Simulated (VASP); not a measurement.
Runs of VASP 6.6.1 on TaS2. It takes space group P-3m1 (No. 164, trigonal). Conventional cell: a = 3.350 Å, b = 3.350 Å, c = 5.860 Å, α = 90.00°, β = 90.00°, γ = 120.00°. Ta (site symmetry -3m) has 6 S at 2.43 Å as nearest neighbours. S (site symmetry 3m) has 3 Ta at 2.43 Å as nearest neighbours. 

```csv
level,gap on the mesh (eV),pressure (GPa),relaxed volume (Å³/atom)
rev-vdW-DF2,none,0.0,(a)
optB88-vdW,none,0.0,19.79
BEEF-vdW,none,0.0,21.12
optB86b-vdW,none,0.0,19.20
optPBE-vdW,none,0.0,20.32
vdW-DF2,none,0.0,21.72
vdW-DF-cx,none,0.0,(b)
```

Alike in all rows: task relaxation of cell and atoms; potentials or basis VASP PAW PBE potentials, release 64 (Ta_pv, S); no spin polarisation; cell relaxed; k mesh 9 × 9 × 5; cutoff (eV) 600; smearing fermi-dirac 0.05 eV.

Q: Fill in the values left out.

A: (a) 19.16; (b) 18.81.

Caveats: the PAW data sets were made with another functional, which shifts forces and pressure a little; the volume moved by +11 % from the deposited cell, more than functionals usually miss (some runs); the volume moved by +14 % from the deposited cell, more than functionals usually miss (some runs).

A k mesh can miss the band edges, and the runs leave out spin-orbit coupling on Ta.

A gap of «none» marks a metal or a gap under the smearing width.
